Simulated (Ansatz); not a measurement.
SrF2 (fluorite, Fm-3m), DFT-PBEsol in the program Ansatz with PAW potentials. The conduction-band minimum lies at Γ, with 1 equivalent valley. Second derivatives d²E/dk² of the lowest band at one valley (eV·Å²), along Cartesian directions:

```tsv
direction	d²E/dk²
[100]	15.01
[010]	15.01
[001]	15.01
[110]	15.01
[101]	15.01
[011]	15.01
```

Find the principal effective masses, the density-of-states mass and the conductivity mass.

Off-diagonal terms follow from H_xy = H[110] − (H_xx + H_yy)/2, and m*/mₑ = 7.620 eV·Å² over each eigenvalue: 0.51, 0.51, 0.51. One valley's DOS mass (m₁m₂m₃)^(1/3) = 0.51, conductivity mass 3/(Σ 1/mᵢ) = 0.51 mₑ.

What effective density of states Nc follows at 300 K for parabolic valleys?

Nc = 2.509e19 × 1 × (0.51)^(3/2) ≈ 9.1e18 cm⁻³.

With the computed static dielectric constant 7.34 (mean of the diagonal), estimate a hydrogenic donor's binding energy and radius.

E = 13.606 eV × 0.51/7.34² ≈ 130 meV; a = 0.529 Å × ε/m* ≈ 7.6 Å. Semilocal masses tend to be too small where the gap is.

Symmetry was held in the PBEsol relaxation; phonons on a q-mesh show no instability. Scalar-relativistic: spin–orbit coupling is off unless named, which matters more the heavier the elements.

Potentials: the later of the program's two PAW sets.
